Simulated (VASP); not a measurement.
The system is HfO2.

```
CELL_PARAMETERS angstrom
5.16089 0.00000 -0.00501
0.00000 5.21191 0.00000
-0.89277 0.00000 5.27681
ATOMIC_POSITIONS crystal
Hf 0.27575 0.45712 0.70837
Hf 0.72425 0.95712 0.79163
Hf 0.72425 0.54288 0.29163
Hf 0.27575 0.04288 0.20836
O 0.44915 0.74279 0.97666
O 0.55085 0.24279 0.52334
O 0.55085 0.25721 0.02334
O 0.44915 0.75721 0.47666
O 0.06716 0.32869 0.34838
O 0.93284 0.82869 0.15162
O 0.93284 0.67131 0.65162
O 0.06716 0.17131 0.84838
```

The cell was built by a generator and isn't the measured one.

* Program: VASP 6.6.1
* Task: relaxation of cell and atoms
* Functional: LDA
* Potentials or basis: VASP PAW LDA potentials, release 64 (Hf_pv, O)
* Cutoff: 600 eV
* k mesh: 4 × 4 × 4
* Occupations: fermi-dirac, width 0.05 eV
* Spin: no spin polarisation

At the start: pressure -15.6 GPa; volume 11.83 Å³/atom.

Problem. How do energy, volume and symmetry change on relaxing?

Solution. Over 35 steps the energy falls by 40.5 meV/atom and the volume is 11.00 Å³/atom (-7.0 %); space group P2_1/c (No. 14, to 0.05 Å).

Step by step:
```
step  energy change (eV)  largest force (eV/Å)  pressure (GPa)  volume (Å³)
   1              0.0000                0.1943          -15.58       141.91
   2              0.9948                1.6842           37.06       119.57
   3             -0.4601                0.4005           -0.72       133.34
   4             -0.4606                0.4182           -0.27       133.10
   5             -0.4605                0.4310            0.10       132.93
   6             -0.4649                0.4046            0.41       132.36
   7             -0.4714                0.1423            0.27       132.61
   8             -0.4747                0.0852           -0.40       132.84
   9             -0.4752                0.0621           -0.75       132.97
  10             -0.4770                0.0467           -0.17       132.65
  11             -0.4771                0.0713            0.07       132.51
  12             -0.4779                0.0411            0.13       132.45
  13             -0.4782                0.0679            0.23       132.36
  14             -0.4788                0.0533            0.07       132.43
  15             -0.4791                0.0403           -0.19       132.55
  16             -0.4795                0.0399            0.04       132.45
  17             -0.4795                0.0473            0.16       132.40
  18             -0.4798                0.0460            0.16       132.39
  19             -0.4806                0.0433            0.14       132.37
  20             -0.4816                0.0467            0.10       132.34
  21             -0.4811                0.0805            0.01       132.27
  22             -0.4818                0.0562            0.07       132.31
  23             -0.4822                0.0507            0.03       132.32
  24             -0.4833                0.0386           -0.08       132.34
  25             -0.4845                0.0424           -0.31       132.37
  26             -0.4846                0.0467           -0.40       132.38
  27             -0.4852                0.0466            0.05       132.14
  28             -0.4852                0.0478            0.11       132.11
  29             -0.4856                0.0393            0.08       132.09
  30             -0.4859                0.0466           -0.02       132.05
  31             -0.4860                0.0347            0.01       132.06
  32             -0.4863                0.0197           -0.04       132.06
  33             -0.4864                0.0154           -0.08       132.05
  34             -0.4864                0.0156           -0.09       132.05
  35             -0.4864                0.0097            0.10       131.96
```

Final structure:
```
CELL_PARAMETERS angstrom
5.03102 0.00000 0.00010
0.00000 5.12176 0.00000
-0.86527 0.00000 5.12104
ATOMIC_POSITIONS crystal
Hf 0.27787 0.45747 0.70803
Hf 0.72213 0.95747 0.79197
Hf 0.72213 0.54253 0.29197
Hf 0.27787 0.04253 0.20803
O 0.44614 0.74157 0.98177
O 0.55386 0.24157 0.51823
O 0.55386 0.25843 0.01823
O 0.44614 0.75843 0.48177
O 0.07293 0.34086 0.33775
O 0.92707 0.84086 0.16225
O 0.92707 0.65914 0.66225
O 0.07293 0.15914 0.83775
```
